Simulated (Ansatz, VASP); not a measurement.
## Sn36Te11Se25 (SnSe0.7Te0.3, orthorhombic SnSe-type solid solution): VASP beside Ansatz

One calculation is typed for both programs; each brings its own data sets. How far apart do they land? The cell is invented: As first built, before any earlier steps moved the atoms (in the runner's words): 1x3x3 conventional cells of the SnSe type (72 atoms: 25 Se, 36 Sn, 11 Te); Se/Te share their sites, the best of 600 random draws by like-pair counts in two shells; start lattice of SnSe; atoms moved at random by 0.02 A. It may not be a known or stable phase. The structure shown is the end of the Ansatz relaxation below.

Main program and level: Ansatz 0.2.0; plane waves, with VASP 6.6.1 beside it; single point at PBEsol.

**1. Starting point**

The cell holds 72 atoms: 25 Se, 36 Sn and 11 Te. Cell: a = 11.601 Å, b = 12.715 Å, c = 13.330 Å, α = 90.0°, β = 90.0°, γ = 90.1°. It derives from SnSe (SnSe type, space group 62), repeated 1×3×3. As first built, before any earlier steps moved the atoms (in the runner's words): 1x3x3 conventional cells of the SnSe type (72 atoms: 25 Se, 36 Sn, 11 Te); Se/Te share their sites, the best of 600 random draws by like-pair counts in two shells; start lattice of SnSe; atoms moved at random by 0.02 A.

**2. Ansatz: relaxation, PBEsol**

Ansatz runs on its default PAW (the set named soft_2) files.

This run makes the geometry at which the two programs are then compared.

input.yaml

```yaml
crystal:
  lattice:
    - [11.6519, -0.00483, 0.00072]
    - [-0.00531, 12.76809, -0.00107]
    - [0.00084, -0.00114, 13.38194]
  atoms:
    - { symbol: Se, position: [0.35991, 0.07893, 0.00447] }
    - { symbol: Se, position: [0.1415, 0.25336, 0.50656] }
    - { symbol: Se, position: [0.6441, 0.25418, 0.65999] }
    - { symbol: Se, position: [0.35475, 0.08429, 0.66827] }
    - { symbol: Se, position: [0.8598, 0.08803, 0.82666] }
    - { symbol: Se, position: [0.64085, 0.25368, 0.99511] }
    - { symbol: Se, position: [0.1432, 0.5839, 0.17502] }
    - { symbol: Se, position: [0.86029, 0.42133, 0.15749] }
    - { symbol: Se, position: [0.64539, 0.58222, 0.32859] }
    - { symbol: Se, position: [0.35747, 0.41758, 0.34205] }
    - { symbol: Se, position: [0.14418, 0.58415, 0.50446] }
    - { symbol: Se, position: [0.85593, 0.42026, 0.4964] }
    - { symbol: Se, position: [0.64473, 0.58141, 0.66004] }
    - { symbol: Se, position: [0.35497, 0.41847, 0.67108] }
    - { symbol: Se, position: [0.14396, 0.58308, 0.83666] }
    - { symbol: Se, position: [0.85414, 0.41968, 0.82791] }
    - { symbol: Se, position: [0.64599, 0.58331, 0.99436] }
    - { symbol: Se, position: [0.14441, 0.91322, 0.17515] }
    - { symbol: Se, position: [0.85742, 0.74674, 0.16078] }
    - { symbol: Se, position: [0.64214, 0.91256, 0.32855] }
    - { symbol: Se, position: [0.35673, 0.74838, 0.33951] }
    - { symbol: Se, position: [0.85518, 0.74659, 0.49486] }
    - { symbol: Se, position: [0.35654, 0.747, 0.67371] }
    - { symbol: Se, position: [0.14206, 0.91534, 0.83338] }
    - { symbol: Se, position: [0.85807, 0.74458, 0.8261] }
    - { symbol: Sn, position: [0.12407, 0.07072, 0.02557] }
    - { symbol: Sn, position: [0.3884, 0.2589, 0.19778] }
    - { symbol: Sn, position: [0.60869, 0.09078, 0.13554] }
    - { symbol: Sn, position: [0.88925, 0.26173, 0.3017] }
    - { symbol: Sn, position: [0.10901, 0.09197, 0.36356] }
    - { symbol: Sn, position: [0.37798, 0.25123, 0.53013] }
    - { symbol: Sn, position: [0.61166, 0.07503, 0.4703] }
    - { symbol: Sn, position: [0.88055, 0.26153, 0.64179] }
    - { symbol: Sn, position: [0.1178, 0.07758, 0.69142] }
    - { symbol: Sn, position: [0.3897, 0.24093, 0.86336] }
    - { symbol: Sn, position: [0.62451, 0.09486, 0.80628] }
    - { symbol: Sn, position: [0.87832, 0.25287, 0.96844] }
    - { symbol: Sn, position: [0.11197, 0.42917, 0.02451] }
    - { symbol: Sn, position: [0.38166, 0.58285, 0.20219] }
    - { symbol: Sn, position: [0.6238, 0.42017, 0.13553] }
    - { symbol: Sn, position: [0.88202, 0.58258, 0.30044] }
    - { symbol: Sn, position: [0.12121, 0.41773, 0.36695] }
    - { symbol: Sn, position: [0.38035, 0.58409, 0.53163] }
    - { symbol: Sn, position: [0.61944, 0.42707, 0.47803] }
    - { symbol: Sn, position: [0.88124, 0.58365, 0.63598] }
    - { symbol: Sn, position: [0.11877, 0.4253, 0.69193] }
    - { symbol: Sn, position: [0.38087, 0.58225, 0.84495] }
    - { symbol: Sn, position: [0.61886, 0.41741, 0.79994] }
    - { symbol: Sn, position: [0.88067, 0.58423, 0.9688] }
    - { symbol: Sn, position: [0.10908, 0.74945, 0.0381] }
    - { symbol: Sn, position: [0.38098, 0.90702, 0.19431] }
    - { symbol: Sn, position: [0.62111, 0.74089, 0.13983] }
    - { symbol: Sn, position: [0.87844, 0.90601, 0.3084] }
    - { symbol: Sn, position: [0.12009, 0.73954, 0.35532] }
    - { symbol: Sn, position: [0.38618, 0.91388, 0.53493] }
    - { symbol: Sn, position: [0.61895, 0.74778, 0.46752] }
    - { symbol: Sn, position: [0.88731, 0.90627, 0.63791] }
    - { symbol: Sn, position: [0.12003, 0.7472, 0.69711] }
    - { symbol: Sn, position: [0.38018, 0.9232, 0.8552] }
    - { symbol: Sn, position: [0.62084, 0.73664, 0.8106] }
    - { symbol: Sn, position: [0.89007, 0.91641, 0.95915] }
    - { symbol: Te, position: [0.13765, 0.25144, 0.16951] }
    - { symbol: Te, position: [0.86068, 0.0812, 0.15892] }
    - { symbol: Te, position: [0.63806, 0.25452, 0.32627] }
    - { symbol: Te, position: [0.36092, 0.08274, 0.34383] }
    - { symbol: Te, position: [0.86218, 0.08434, 0.49287] }
    - { symbol: Te, position: [0.13764, 0.25129, 0.84269] }
    - { symbol: Te, position: [0.36443, 0.42023, 0.00537] }
    - { symbol: Te, position: [0.35958, 0.74783, 0.00365] }
    - { symbol: Te, position: [0.13508, 0.91128, 0.50683] }
    - { symbol: Te, position: [0.63558, 0.91386, 0.66361] }
    - { symbol: Te, position: [0.63881, 0.91427, 0.98787] }
kpoints:
  mp_grid: { grid: [2, 2, 2], shift: [0.5, 0.5, 0.5] }
hamiltonian:
  xc: pbesol
scf:
  occupations: { method: fermi_dirac, width: 0.01 }
output:
  forces: true
  stress: true
relax:
  f_tol: 0.02
  max_steps: 45
  cell: { stress_tol: 0.1 }
```

Launch:

```bash
$ ansatz run input.yaml --threads 32 --pin off --max-ram 143360MiB --backend cuda --events-out ev --progress --plain --runs-dir out
```

Numbers of over 12 decimals in the logs are rounded to 6 here.

Log:

```text
Engine: ansatz 0.2.0, aarch64-unknown-linux-gnu
Pseudopotentials: kind: paw
Pseudopotential: Se, paw, valence charge 16, recommended cutoff 420 eV (normal), Se.paw.azcp
Pseudopotential: Sn, paw, valence charge 14, recommended cutoff 420 eV (normal), Sn.paw.azcp
Pseudopotential: Te, paw, valence charge 16, recommended cutoff 420 eV (normal), Te.paw.azcp
device memory: the entry about to start is reckoned to put 27.7 GiB on a device that reports 182.5 GiB free
GPU FFT provider: cuFFT
GPU libraries: cuBLAS 13.8.1, cuFFT 12.4.0, cuSOLVER 12.3.2
GPU matrix products: emulated (plane waves: as basis.precision tells), large ones in fixed point in workspaces of 1.00 GiB
Crystal: 72 atoms, lattice volume = 1990.864 Å³
Basis set: ecut = 420 eV, 38919 PW (Γ), exchange–correlation on 160×180×180 points (8 copies of the dense FFT grid, shifted against one another)
Bands: 648, of which v1, the nominal top of the filled ones, is band 540 counted from 1 (539 counted from 0)
k-points: 4 of 8 (time reversal used)
PAW frozen core: Se, regenerated for the run's functional, and the local potential with it (the file was generated under x = pbe(κ = 0.804, μ = 0.219515), c = pbe(β = 0.066725))
PAW frozen core: Sn, regenerated for the run's functional, and the local potential with it (the file was generated under x = pbe(κ = 0.804, μ = 0.219515), c = pbe(β = 0.066725))
PAW frozen core: Te, regenerated for the run's functional, and the local potential with it (the file was generated under x = pbe(κ = 0.804, μ = 0.219515), c = pbe(β = 0.066725))
GPU buffer pool allocated for 648000 grid points (all kernels)
GPU transforms: local potential and band sums: pruned to the plane-wave sphere, on 80×90×90
relax step   1: F+E_penalty+E_count = -425740.82664365 eV  Δ(F+E_penalty+E_count) = +0.000e0 eV  max|allowed force component| = 6.923e-2 eV/Å  Δτ_max = 0.0000 Å  P = -0.678 GPa  Ω = 1990.864 Å³  (8 SCF iters, dr2 threshold 1.00e-7 eV, accepted)
[...]
relax step   2: F+E_penalty+E_count = -425740.83190818 eV  Δ(F+E_penalty+E_count) = -5.265e-3 eV  max|allowed force component| = 7.291e-2 eV/Å  Δτ_max = 0.0185 Å  P = +0.727 GPa  Ω = 1937.638 Å³  energy of the carried Pulay correction = +1.009e-2 eV  (6 SCF iters, dr2 threshold 1.26e-6 eV, rejected (line search))
[...]
relax step   3: F+E_penalty+E_count = -425740.88857165 eV  Δ(F+E_penalty+E_count) = -6.193e-2 eV  max|allowed force component| = 1.493e-2 eV/Å  Δτ_max = 0.0102 Å  P = -0.009 GPa  Ω = 1966.221 Å³  energy of the carried Pulay correction = +4.636e-3 eV  (9 SCF iters, accepted)
[...]
relax step   4: F+E_penalty+E_count = -425740.88358231 eV  Δ(F+E_penalty+E_count) = +4.989e-3 eV  max|allowed force component| = 1.497e-2 eV/Å  Δτ_max = 0.0000 Å  P = -0.008 GPa  Ω = 1966.221 Å³  stress off target by 1.56e-2 GPa  SCF on the basis re-selected at this cell (its energy is not comparable with the rows above)  (8 SCF iters)
basis re-selected at this cell: Δ(F+E_penalty+E_count) = +4.989e-3 eV, ΔP = +0.000 GPa vs the last step (what re-selecting the basis moved, of the pressure what is left beyond the Pulay correction that the steps carried, after the strain that the cell walked since its last selection, with what the two solves' SCF thresholds leave and, on support functions, any second-order correction that the steps lacked; it is no m [...]
SCF converged after 8 iterations
Free energy (F): -425740.883582 eV
Internal energy: -425740.883582 eV  (E = F + TS)
E sigma→0 (E₀):  -425740.883582 eV
Fermi energy:    9.666840 eV
--- Forces (eV/Å), atoms counted from 1 ---
  max |Σ_I F_I| component: 2.28e-7 eV/Å
--- Stress (GPa, compression-positive) ---
       -0.014808      -0.001259      -0.002285
       -0.001259      -0.011239      -0.000814
       -0.002285      -0.000814       0.000643
  P = ⅓ Tr σ = -0.0085 GPa (-0.085 kbar)
--- Band table (eV) ---
--- Relaxed structure (3 steps of the walk, 2 accepted, 1 SCFs on fresh bases) ---
  F+E_penalty+E_count = -425740.88358231 eV   max|allowed force component| = 1.497e-2 eV/Å   (the final SCF, on the basis selected at the relaxed cell)
  cell:  # Å, volume = 1966.2209 Å³
    - [11.600553, -0.00596793, 0.00200852]
    - [-0.00655562, 12.715042, -0.00151347]
    - [0.00231926, -0.00160386, 13.330178]
  atoms:
    [... one line an atom ...]
```

**3. VASP: single point, PBEsol**

The same cell, functional, mesh and smearing now go to VASP, with its own data sets.

Lines of VASP's logs that name or quote its potential files are left out, and so is its time.

INCAR

```
SYSTEM = Sn36Te11Se25
PREC = Accurate
ENCUT = 400
EDIFF = 1E-06
NELM = 120
ISMEAR = -1
SIGMA = 0.01
LREAL = Auto
ALGO = Normal
GGA = PS
NBANDS = 424
LORBIT = 11
LWAVE = .FALSE.
LCHARG = .FALSE.
ISIF = 2
ISYM = 0
LASPH = .TRUE.
GGA_COMPAT = .FALSE.
EFERMI = MIDGAP
KPAR = 4
```

POSCAR

```
Sn36Te11Se25
1.0
   11.6005530000     -0.0059680000      0.0020090000
   -0.0065560000     12.7150420000     -0.0015130000
    0.0023190000     -0.0016040000     13.3301780000
Se Sn Te
25 36 11
Direct
    0.3600000000      0.0788300000      0.0046000000
    0.1412100000      0.2534300000      0.5068000000
    0.6442300000      0.2543700000      0.6597300000
    0.3543400000      0.0843900000      0.6686300000
    0.8598600000      0.0882200000      0.8265700000
    0.6407600000      0.2538100000      0.9945700000
    0.1429700000      0.5840800000      0.1755900000
    0.8610100000      0.4213900000      0.1570600000
    0.6454000000      0.5823000000      0.3282600000
    0.3573400000      0.4177800000      0.3425100000
    0.1442000000      0.5840400000      0.5050500000
    0.8560900000      0.4202700000      0.4960200000
    0.6442900000      0.5813000000      0.6596100000
    0.3547100000      0.4186500000      0.6713900000
    0.1435000000      0.5832700000      0.8368300000
    0.8543500000      0.4195300000      0.8274200000
    0.6459800000      0.5829300000      0.9940600000
    0.1444700000      0.9130700000      0.1754500000
    0.8574500000      0.7465400000      0.1604100000
    0.6418300000      0.9122200000      0.3283700000
    0.3568800000      0.7483400000      0.3399500000
    0.8552200000      0.7465700000      0.4945500000
    0.3568400000      0.7471500000      0.6740700000
    0.1420800000      0.9154100000      0.8337200000
    0.8583900000      0.7443800000      0.8256800000
    0.1240700000      0.0704400000      0.0258900000
    0.3883500000      0.2592700000      0.1983400000
    0.6086200000      0.0909900000      0.1349500000
    0.8892600000      0.2617900000      0.3012200000
    0.1089400000      0.0922500000      0.3636800000
    0.3776200000      0.2513400000      0.5305800000
    0.6118300000      0.0746200000      0.4700500000
    0.8806400000      0.2616900000      0.6413400000
    0.1173800000      0.0775000000      0.6919200000
    0.3899400000      0.2409600000      0.8637800000
    0.6246700000      0.0951200000      0.8058900000
    0.8782800000      0.2530800000      0.9680500000
    0.1121900000      0.4295900000      0.0247900000
    0.3814400000      0.5829900000      0.2027900000
    0.6244400000      0.4199600000      0.1352800000
    0.8820200000      0.5826100000      0.2999300000
    0.1211000000      0.4178700000      0.3675600000
    0.3804000000      0.5840700000      0.5321800000
    0.6196600000      0.4272200000      0.4775900000
    0.8808200000      0.5835000000      0.6355600000
    0.1185200000      0.4254900000      0.6924000000
    0.3803700000      0.5823400000      0.8449500000
    0.6190000000      0.4173900000      0.7994200000
    0.8806800000      0.5840900000      0.9682900000
    0.1088600000      0.7493400000      0.0387500000
    0.3810400000      0.9068100000      0.1947900000
    0.6211500000      0.7405400000      0.1392700000
    0.8782000000      0.9056800000      0.3080100000
    0.1202900000      0.7393100000      0.3559600000
    0.3860900000      0.9141100000      0.5354800000
    0.6189900000      0.7475700000      0.4671800000
    0.8875300000      0.9059600000      0.6376200000
    0.1203400000      0.7473600000      0.6973900000
    0.3802600000      0.9234000000      0.8553600000
    0.6212500000      0.7362100000      0.8104700000
    0.8900600000      0.9163000000      0.9584900000
    0.1374400000      0.2515600000      0.1695300000
    0.8607300000      0.0811800000      0.1586800000
    0.6378900000      0.2542100000      0.3261200000
    0.3610900000      0.0830400000      0.3441500000
    0.8624400000      0.0839500000      0.4926100000
    0.1378000000      0.2513100000      0.8430900000
    0.3647400000      0.4204600000      0.0055500000
    0.3595300000      0.7480200000      0.0037100000
    0.1348100000      0.9116100000      0.5070700000
    0.6356100000      0.9136300000      0.6635800000
    0.6386000000      0.9142000000      0.9875300000
```

KPOINTS

```
Points of the shifted mesh
8
Reciprocal
 0.2500000000  0.2500000000  0.2500000000 1
 0.2500000000  0.2500000000  0.7500000000 1
 0.2500000000  0.7500000000  0.2500000000 1
 0.2500000000  0.7500000000  0.7500000000 1
 0.7500000000  0.2500000000  0.2500000000 1
 0.7500000000  0.2500000000  0.7500000000 1
 0.7500000000  0.7500000000  0.2500000000 1
 0.7500000000  0.7500000000  0.7500000000 1
```

PAW data sets: Se, Sn_d and Te (PBE family, release 64).

Launch:

```bash
$ mpirun -np 8 vasp_std
```

Log:

```text
[banner, memory and clock lines left out]
running    8 mpi-ranks, on    1 nodes
[...]
|                                                                             |
|           W    W    AA    RRRRR   N    N  II  N    N   GGGG   !!!           |
|           W    W   A  A   R    R  NN   N  II  NN   N  G    G  !!!           |
|           W    W  A    A  R    R  N N  N  II  N N  N  G       !!!           |
|           W WW W  AAAAAA  RRRRR   N  N N  II  N  N N  G  GGG   !            |
|           WW  WW  A    A  R   R   N   NN  II  N   NN  G    G                |
|           W    W  A    A  R    R  N    N  II  N    N   GGGG   !!!           |
|                                                                             |
|     For optimal performance we recommend to set                             |
|       NCORE = 2 up to number-of-cores-per-socket                            |
|     NCORE specifies how many cores store one orbital (NPAR=cpu/NCORE).      |
|     This setting can greatly improve the performance of VASP for DFT.       |
[...]
|                                                                             |
|     You enforced a specific xc type in the INCAR file but a different       |
|     [... a line on the potential file left out ...]
|     I HOPE YOU KNOW WHAT YOU ARE DOING!                                     |
|                                                                             |

 LDA part: xc-table for (Slater+PW92), standard interpolation
 POSCAR, INCAR and KPOINTS ok, starting setup
[...]
entering main loop
       N       E                     dE             d eps       ncg     rms          rms(c)
DAV:   1     0.918918447711E+04    0.91892E+04   -0.25349E+05  6792   0.185E+03
DAV:   2     0.164684431871E+04   -0.75423E+04   -0.73992E+04  6784   0.551E+02
DAV:   3    -0.934003072775E+02   -0.17402E+04   -0.16467E+04  7560   0.224E+02
DAV:   4    -0.308701894385E+03   -0.21530E+03   -0.20697E+03  8008   0.730E+01
[...]
DAV:  14    -0.315243383711E+03    0.14045E-04   -0.66620E-05  8984   0.229E-02    0.148E-02
DAV:  15    -0.315243383215E+03    0.49546E-06   -0.11608E-05  7624   0.986E-03    0.806E-03
DAV:  16    -0.315243382809E+03    0.40668E-06   -0.10885E-06  4008   0.381E-03
   1 F= -.31524338E+03 E0= -.31524338E+03  d E =0.000000E+00
```

Parts of OUTCAR (step 3):

```text
 POSITION                                       TOTAL-FORCE (eV/Angst)
 -----------------------------------------------------------------------------------
      4.17569      1.00017      0.06192         0.024254     -0.002689      0.002585
      1.63763      3.22072      6.75563        -0.015442     -0.004084      0.004818
      7.47329      3.22942      8.79523        -0.004234     -0.001716     -0.006998
      4.11154      1.06984      8.91354         0.016012     -0.002144      0.002209
      9.97619      1.11526     11.01992         0.019087      0.000786     -0.008955
      7.43381      3.22179     13.25870        -0.017469     -0.008778     -0.000396
      1.65511      7.42547      2.34005        -0.014095     -0.002146      0.005187
      9.98579      5.35260      2.09473         0.021766     -0.004171     -0.011153
      7.48394      7.39959      4.37618        -0.010912     -0.000956     -0.002511
      4.14340      5.30941      4.56581         0.007783     -0.005468      0.001765
      1.67014      7.42442      6.73181        -0.007974      0.004606     -0.000147
      9.92951      5.33785      6.61312         0.009207     -0.003672     -0.003249
      7.47184      7.38635      8.79313        -0.009909      0.012418     -0.008095
      4.11364      5.31996      8.94983         0.003528     -0.000440      0.006136
[...]
-----------------------------------------------------------------------------------
    total drift:                                0.045207      0.007053     -0.027930

  FREE ENERGIE OF THE ION-ELECTRON SYSTEM (eV)
  ---------------------------------------------------
  free  energy   TOTEN  =      -315.2433828088 eV

  energy  without entropy=     -315.2433828088  energy(sigma->0) =     -315.24338281
```

The run ends at a pressure of 0.01 GPa, with forces up to 0.026 eV/Å.

**4. Side by side**

Known differences besides the potentials themselves: the data sets hold 1080 valence electrons in Ansatz (on its default PAW (the set named soft_2) files) and 720 in VASP; the cutoff is 420 eV in Ansatz and 400 eV in VASP (PREC = Accurate, projectors in real space); Ansatz makes its cores anew for this functional, VASP keeps those of its PBE data sets. Total energies have different zeros and are not compared.

The two programs side by side:

```tsv
quantity	Ansatz	VASP	difference
gap on the k mesh (eV)	1.082	1.075	+0.007
```

A gap on the mesh is an upper bound, since the band edges may lie between its points.

**5. Results**

```yaml
difference_in_gap_on_the_k_mesh_single_point_pbesol: 0.0071 eV
```

In words: The difference in gap on the k mesh is 0.0071 eV (single point, PBEsol), within the 0.08 eV picked in this series as the mark of a large difference. The data sets hold unlike numbers of valence electrons (1080 in Ansatz and 720 in VASP), so part of the differences comes from the potentials. How closely two codes agree says nothing of how well the functional describes the real material.

[Lines on the potential files, build, host, timing and source positions are cut from VASP's logs without a mark.]

[Logs are printed without paths, hosts, clocks, repeated set-up lines and the standing remarks that a program may print on its own settings, such as how far it seeks lower states.]

[Hosts, paths, dates, database ids (printed as entryN), source tags and the programs' standing remarks are cut or masked in the printed files.]
